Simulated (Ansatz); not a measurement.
Ansatz input file:

```yaml
crystal:
  lattice:
    - [2.8649494918, 0.0, 0.0]
    - [-1.4324747459, 2.4811190405, 0.0]
    - [0.0, 0.0, 4.774576132]
  atoms:
    - { symbol: Pd, position: [0.6666666667, 0.3333333333, 0.75], spin: 0.41 }
    - { symbol: Pd, position: [0.3333333333, 0.6666666667, 0.25], spin: 0.41 }
basis:
  ecutwfc: 420
kpoints:
  mp_grid: { grid: [18, 18, 10] }
hamiltonian:
  xc: pbe
scf:
  occupations: { method: gaussian, width: 0.1 }
output:
  forces: true
  stress: true
  eigenvalues: true
  populations: true
  write_density: true
  write_potential: true
  elf: true
  volumetric_format: npy
magnetization:
  spin_polarized: true
relax:
  adjacent_minimum: "off"
  f_tol: 0.01
  max_steps: 30
  cell: { stress_tol: 0.1, fix: [volume] }
```

Command:
```bash
ansatz run input.yaml --threads 1 --pin off --max-ram 2560MiB --backend cpu --events-out ev --progress --plain --runs-dir out
```

Method: Ansatz 0.2.0, DFT PBE, scalar-relativistic, plane waves, PAW.

Abridged output:

```
Pseudopotentials: kind: paw
Pseudopotential: Pd, paw, valence charge 18, recommended cutoff 420 eV (normal)
Functional definition: PBE
Crystal: 2 atoms, lattice volume = 33.939 Å³
Basis set: ecut = 420 eV, 663 PW (Γ), exchange–correlation on 40×40×64 points (8 copies of the dense FFT grid, shifted against one another)
Bands: 23, of which v1, the nominal top of the filled ones, is band 18 counted from 1 (17 counted from 0)
Symmetry: 24 space group operations
Space group: P63/mmc (ITA 194), of the structure as read, at distance tolerance 3.2e-5 Å
Magnetic group: BNS 194.263 (UNI 1493), of the structure as read, at distance tolerance 3.2e-5 Å
k-points: 222 of 3240
Initial density: superposition of atomic densities (chi_scale 0.1, normalization cell)
Starting moments: Σ|m| = 0.82 μB on 2 of 2 sites
Initial wavefunctions: pseudopotential atomic-orbital guess
Functional: x = pbe(κ = 0.804, μ = 0.21951497), c = pbe(β = 0.06672455)
SCF iter   1: F=—  HF=-13947.461092 eV  |F-HF|=—  |Δ(HF+E_count)|=         —  Δρ=7.48e-2 (↑7.48e-2 ↓7.23e-2) dr2=7.93e0  dr2_m=6.16e-3  M=0.753 μB ∫|m|=0.764 μB  β_m=0.30  ethr=3.10e-3  ⟨swp⟩=5.0  Hψ=42500  notcnv=0
spin=Collinear: Kerker preconditioning applied to the charge; magnetization (m = ρ↑ − ρ↓) channel mixes plain (no charge-response kernel on spin).
SCF iter   2: F=—  HF=-13946.095128 eV  |F-HF|=—  |Δ(HF+E_count)|=    1.37e0  Δρ=4.12e-2 (↑4.01e-2 ↓4.12e-2) dr2=2.46e0  dr2_m=2.76e-3  M=0.762 μB ∫|m|=0.784 μB  β_m=1.00  ethr=3.10e-3  ⟨swp⟩=2.4  Hψ=20796  notcnv=0  defer=208
SCF iter   3: F=—  HF=-13945.518676 eV  |F-HF|=—  |Δ(HF+E_count)|=   5.76e-1  Δρ=1.42e-2 (↑1.42e-2 ↓1.42e-2) dr2=1.18e-1  dr2_m=3.77e-4  M=0.760 μB ∫|m|=0.804 μB  β_m=1.00  ethr=3.10e-3  ⟨swp⟩=2.1  Hψ=16907  notcnv=0  defer=208
SCF iter   4: F=—  HF=-13945.520787 eV  |F-HF|=—  |Δ(HF+E_count)|=   2.11e-3  Δρ=2.36e-3 (↑2.17e-3 ↓2.36e-3) dr2=4.03e-3  dr2_m=4.44e-5  M=0.765 μB ∫|m|=0.816 μB  β_m=1.00  ethr=3.29e-4  ⟨swp⟩=2.0  Hψ=22841  notcnv=0  defer=235
SCF iter   5: F=—  HF=-13945.521665 eV  |F-HF|=—  |Δ(HF+E_count)|=   8.77e-4  Δρ=1.85e-3 (↑1.85e-3 ↓1.77e-3) dr2=1.60e-3  dr2_m=9.64e-6  M=0.767 μB ∫|m|=0.821 μB  β_m=1.00  ethr=1.12e-5  ⟨swp⟩=2.4  Hψ=14220  notcnv=0  defer=235
SCF iter   6: F=—  HF=-13945.522576 eV  |F-HF|=—  |Δ(HF+E_count)|=   9.11e-4  Δρ=3.86e-4 (↑3.04e-4 ↓3.86e-4) dr2=7.53e-5  dr2_m=4.94e-6  M=0.770 μB ∫|m|=0.825 μB  β_m=0.30  ethr=4.44e-6  ⟨swp⟩=2.0  Hψ=16746  notcnv=0  defer=235
Mixer restart at iter 6: flushing history
spin-set hold released at iteration 6 (site moments contracting): the magnetisation degrees of freedom join the quasi-Newton model from the next iteration; the mixer history was flushed
SCF iter   7: F=—  HF=-13945.522653 eV  |F-HF|=—  |Δ(HF+E_count)|=   7.71e-5  Δρ=3.35e-4 (↑2.37e-4 ↓3.35e-4) dr2=5.71e-5  dr2_m=5.07e-6  M=0.771 μB ∫|m|=0.826 μB  β_m=0.65  ethr=2.09e-7  ⟨swp⟩=1.0  Hψ=9977  notcnv=0  defer=235
SCF iter   8: F=—  HF=-13945.522742 eV  |F-HF|=—  |Δ(HF+E_count)|=   8.85e-5  Δρ=1.21e-4 (↑1.21e-4 ↓8.18e-5) dr2=5.81e-6  dr2_m=1.90e-6  M=0.774 μB ∫|m|=0.830 μB  β_m=0.72  ethr=1.59e-7  ⟨swp⟩=2.4  Hψ=16334  notcnv=0  defer=235
SCF iter   9: F=—  HF=-13945.522743 eV  |F-HF|=—  |Δ(HF+E_count)|=   1.28e-6  Δρ=5.70e-5 (↑5.51e-5 ↓5.70e-5) dr2=1.65e-6  dr2_m=6.20e-7  M=0.774 μB ∫|m|=0.831 μB  β_m=0.86  ethr=1.62e-8  ⟨swp⟩=2.1  Hψ=14461  notcnv=0  defer=235
SCF iter  10: F=—  HF=-13945.522744 eV  |F-HF|=—  |Δ(HF+E_count)|=   6.70e-7  Δρ=7.31e-6 (↑3.94e-6 ↓7.31e-6) dr2=3.01e-8  dr2_m=3.43e-9  M=0.775 μB ∫|m|=0.832 μB  β_m=0.93  ethr=2.78e-10  ⟨swp⟩=8.3  Hψ=61455  notcnv=0
SCF iter  11: F=-13945.522744 eV  HF=-13945.522744 eV  |F-HF|=1.00e-9  |Δ(HF+E_count)|=   7.73e-9  Δρ=2.02e-6 (↑1.67e-6 ↓2.02e-6) dr2=3.15e-9  dr2_m=2.99e-10  M=0.775 μB ∫|m|=0.832 μB  β_m=0.97  ethr=8.36e-11  ⟨swp⟩=6.0  Hψ=47138  notcnv=0
SCF iter  12: F=-13945.522744 eV  HF=-13945.522744 eV  |F-HF|=5.64e-11  |Δ(HF+E_count)|=  1.55e-10  Δρ=5.37e-7 (↑2.05e-7 ↓5.37e-7) dr2=1.21e-10  dr2_m=1.52e-11  M=0.775 μB ∫|m|=0.832 μB  ethr=8.76e-12  ⟨swp⟩=4.0  Hψ=46647  notcnv=0
SCF 1 converged in 12 iterations: F = -13945.522744 eV  dr2 = 1.21e-10
relax step   1: F+E_penalty+E_count = -13945.52274366 eV  Δ(F+E_penalty+E_count) = +0.000e0 eV  max|allowed force component| = 2.313e-17 eV/Å  Δτ_max = 0.0000 Å  P = -12.050 GPa  Ω = 33.939 Å³  fix = [volume]  reactions: volume -12.050 GPa (12 SCF iters, dr2 threshold 1.00e-7 eV, accepted)
Initial density: handed on by an earlier stage of this run
Starting moments: Σ|m| = 0.82 μB on 2 of 2 sites; this step starts from the density that it was given
Initial wavefunctions: those handed on with the density
SCF iter   1: F=—  HF=-13945.522769 eV  |F-HF|=—  |Δ(HF+E_count)|=         —  Δρ=2.17e-4 (↑6.22e-5 ↓2.17e-4) dr2=7.43e-6  dr2_m=2.29e-6  M=0.774 μB ∫|m|=0.831 μB  β_m=0.30  ethr=5.86e-8  ⟨swp⟩=2.0  Hψ=47551  notcnv=0
spin=Collinear: Kerker preconditioning applied to the charge; magnetization (m = ρ↑ − ρ↓) channel mixes plain (no charge-response kernel on spin).
SCF iter   2: F=—  HF=-13945.522768 eV  |F-HF|=—  |Δ(HF+E_count)|=   7.92e-7  Δρ=1.47e-4 (↑4.20e-5 ↓1.47e-4) dr2=3.38e-6  dr2_m=1.11e-6  M=0.774 μB ∫|m|=0.831 μB  β_m=0.61  ethr=2.06e-8  ⟨swp⟩=1.0  Hψ=10212  notcnv=0
SCF iter   3: F=—  HF=-13945.522767 eV  |F-HF|=—  |Δ(HF+E_count)|=   5.40e-7  Δρ=1.74e-5 (↑8.24e-6 ↓1.74e-5) dr2=5.11e-8  dr2_m=1.58e-8  M=0.774 μB ∫|m|=0.831 μB  β_m=0.80  ethr=9.39e-9  ⟨swp⟩=2.6  Hψ=18081  notcnv=0
SCF iter   4: F=-13945.522767 eV  HF=-13945.522767 eV  |F-HF|=3.44e-10  |Δ(HF+E_count)|=   1.32e-8  Δρ=2.32e-6 (↑1.51e-6 ↓2.32e-6) dr2=1.87e-9  dr2_m=2.30e-10  M=0.774 μB ∫|m|=0.831 μB  ethr=8.99e-11  ⟨swp⟩=6.0  Hψ=48693  notcnv=0
SCF 2 converged in 4 iterations: F = -13945.522767 eV  dr2 = 1.87e-9
relax step   2: F+E_penalty+E_count = -13945.52276729 eV  Δ(F+E_penalty+E_count) = -2.363e-5 eV  max|allowed force component| = 3.701e-17 eV/Å  Δτ_max = 0.0000 Å  P = -12.046 GPa  Ω = 33.939 Å³  energy of the carried Pulay correction = +1.112e-6 eV  fix = [volume]  reactions: volume -12.046 GPa (4 SCF iters, dr2 threshold 3.24e-8 eV, accepted)
Initial wavefunctions: pseudopotential atomic-orbital guess (no wavefunctions were taken with the density)
SCF iter   1: F=—  HF=-13945.522767 eV  |F-HF|=—  |Δ(HF+E_count)|=         —  Δρ=1.76e-6 (↑1.53e-6 ↓1.76e-6) dr2=1.46e-9  dr2_m=2.37e-10  M=0.774 μB ∫|m|=0.831 μB  β_m=0.30  ethr=5.15e-9  ⟨swp⟩=3.1  Hψ=72649  notcnv=0
spin=Collinear: Kerker preconditioning applied to the charge; magnetization (m = ρ↑ − ρ↓) channel mixes plain (no charge-response kernel on spin).
SCF iter   2: F=—  HF=-13945.522767 eV  |F-HF|=—  |Δ(HF+E_count)|=   4.79e-8  Δρ=1.36e-6 (↑1.18e-6 ↓1.36e-6) dr2=9.73e-10  dr2_m=1.43e-10  M=0.774 μB ∫|m|=0.831 μB  β_m=0.65  ethr=4.04e-12  ⟨swp⟩=2.0  Hψ=15353  notcnv=0
SCF iter   3: F=-13945.522767 eV  HF=-13945.522767 eV  |F-HF|=1.09e-11  |Δ(HF+E_count)|=  3.44e-10  Δρ=2.06e-7 (↑2.01e-7 ↓2.06e-7) dr2=2.74e-11  dr2_m=1.90e-12  M=0.774 μB ∫|m|=0.831 μB  ethr=1.00e-12  ⟨swp⟩=3.5  Hψ=44902  notcnv=0
SCF 3 converged in 3 iterations: F = -13945.522767 eV  dr2 = 2.74e-11
SCF converged after 3 iterations
Magnetization: 0.7743 μB (18.3871 up, 17.6129 down)
Absolute magnetization: 0.8308 μB (∫|ρ↑−ρ↓|, with the PAW one-centre terms)
Spin contamination: 0.0025 ħ² per cell (⟨S²⟩ above its minimum at these occupations)
Per-site moments (μB) at R_I (Å): [(0.39989486, 1.18122166), (0.39989486, 1.18122166)]
Free energy (F): -13945.522767 eV
Harris-Foulkes:  -13945.522767 eV  (|F-HF|=1.09e-11)
Internal energy: -13945.503124 eV  (E = F + TS)
E sigma→0 (E₀):  -13945.512945 eV
Entropy (-TS):   -0.019644 eV (-9.822 meV/atom)
Fermi energy:    16.390527 eV
--- Per-component energies (eV) ---
  E_band       = -380.605743
  E_kinetic    = 1022.670844
  E_local      = -3889.547445  (includes V_loc(G=0)·N_el)
  E_nonlocal   = 435.322505
  E_hartree    = 1564.940711
  E_xc         = -334.925349
  E_vxc        = -419.904024  (∫ρ·V_xc dr)
  E_paw        = -7500.672663  (= ΣΔE_a)
  E_vpaw       = -659.029496  (= ΣTr[D̂ρ^β])
  E_aug_tail   = 0.000355  (compensation charges beyond the density's cutoff)
  E_ewald      = -5243.292082
  E_smearing   = -0.019644  (= −TS)
--- Forces (eV/Å), atoms counted from 1 ---
  atom   1  Pd     0.00000000     0.00000000     0.00000000
  atom   2  Pd     0.00000000     0.00000000     0.00000000
--- Stress (GPa, compression-positive) ---
      -12.062417       0.000000       0.000000
        0.000000     -12.062417       0.000000
        0.000000       0.000000     -12.013799
  P = ⅓ Tr σ = -12.0462 GPa (-120.462 kbar)
--- Band table (eV; the first three rows and the last of 444) ---
  k-point 0 ↑: bands = ["-67.5166", "-67.4914", "-33.3041", "-33.1576", "-33.1576", "-33.1261", "-33.1261", "-33.0765", "10.2064", "11.9253", "13.8282", "14.0219", "14.0219", "14.2943", "14.2943", "14.8887", "14.8887", "16.0163", "16.0163", "17.4894", "22.2356", "33.1553", "34.5197"]
  k-point 1 ↑: bands = ["-67.5160", "-67.4920", "-33.2986", "-33.1568", "-33.1568", "-33.1269", "-33.1269", "-33.0822", "10.2843", "11.9370", "13.8099", "14.0046", "14.0046", "14.2726", "14.2726", "14.9419", "14.9419", "16.0063", "16.0063", "17.0722", "22.7807", "32.9929", "34.5597"]
  k-point 2 ↑: bands = ["-67.5142", "-67.4938", "-33.2826", "-33.1546", "-33.1546", "-33.1291", "-33.1291", "-33.0985", "10.5118", "11.9636", "13.7638", "13.9701", "13.9701", "14.2142", "14.2142", "15.0803", "15.0803", "15.9719", "15.9719", "16.1788", "24.0616", "32.6200", "34.4021"]
  k-point 221 ↓: bands = ["-67.1589", "-67.1589", "-32.9771", "-32.9771", "-32.9456", "-32.9456", "-32.8168", "-32.8168", "13.1936", "13.1936", "13.5625", "13.5625", "14.2362", "14.2362", "15.0417", "15.0417", "16.3705", "16.3705", "22.8226", "22.8226", "24.4070", "24.4070", "24.7600"]
--- Relaxed structure (2 steps of the walk, 2 accepted, 1 SCFs on fresh bases) ---
  F+E_penalty+E_count = -13945.52276728 eV   max|allowed force component| = 2.197e-17 eV/Å   (the final SCF, on the basis selected at the relaxed cell)
  cell:  # Å, volume = 33.9390 Å³
    - [2.86356767, 0.0, 0.0]
    - [-1.43178383, 2.47992235, 0.0]
    - [0.0, 0.0, 4.77918518]
  atoms:
    - { symbol: Pd, position: [0.66666666, 0.33333333, 0.75000000] }
    - { symbol: Pd, position: [0.33333333, 0.66666666, 0.25000000] }
--- Löwdin populations: 2 sites ---
  site symbol q [e]    m [muB]
     0     Pd     17.3848     0.3915
     1     Pd     17.3848     0.3915
  spilling = 0.034179 (of n_electrons = 36.000000)
```

The relaxation met its thresholds.

It took 95 s on 1 thread of Arm Neoverse N1 (shared host), peak memory 0.49 GiB.